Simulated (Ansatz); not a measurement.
## Point defect: Fe on a Si site in Si

Computed with DFT PBEsol, scalar-relativistic, plane waves, PAW (Ansatz 0.2.0). Settings: 420 eV cutoff, 3×3×3 k-mesh, Gaussian smearing of 0.02 eV, collinear spin.

Host crystal, relaxed:

```
Si
1.0
     0.00000    2.71692    2.71692
     2.71692    0.00000    2.71692
     2.71692    2.71692    0.00000
Si
2
Cartesian
  1.3585 1.3585 1.3585
  0.0000 0.0000 0.0000
```

Supercell of 32 atoms, rows in host cell vectors: 3 -1 -1; -1 3 -1; -1 -1 3. Atoms relax at the host's cell, keeping the symmetry that the supercell leaves at the site. The cell is small, so energies carry finite-size errors of tenths of an eV. The host's Kohn–Sham gap is 0.46 eV. Atoms are taken from and returned to the elements' standard states. Charged cells are corrected for image charges with the computed static dielectric tensor (mean 13.3) and aligned with the host's potential at far atoms (alignment terms reach 0.13 eV; the program doubts the alignment in some charges, where it is up to 0.13 eV). No band-filling term is added, and the Fermi level counts from the host's valence band top.

Starting moments were lost in some runs.

Defect: Fe on a Si site at (0.250, 0.250, 0.250) of the host cell.

Question: What is the formation energy of the neutral defect?

Answer: 1.99 eV.

Question: Does the neutral defect carry a moment, and how do its surroundings relax?

Answer: It adds no moment. The nearest neighbours before are 4 Si at 2.35 Å; after relaxation the atoms near the site are 4 Si at 2.24 Å; the largest move is 0.12 Å.

Question: Charges +1, 0, -1 were computed. Which is stable where in the gap?

Answer: Among the charges computed the stable one is 0 at the valence band top and stays so across the gap. In charge +1, -1 the extra carrier would gain by moving to a band edge of the host, so it isn't bound in the gap, though by less than the errors named above. In charge +1, -1 the cell has partly filled bands: a level of the defect may be part filled, the carrier may sit in the host's bands, or levels may cross between the k points, so transitions that involve it are doubtful. Levels between neighbouring charges: (+1/0) -0.28 eV, (0/-1) 0.56 eV.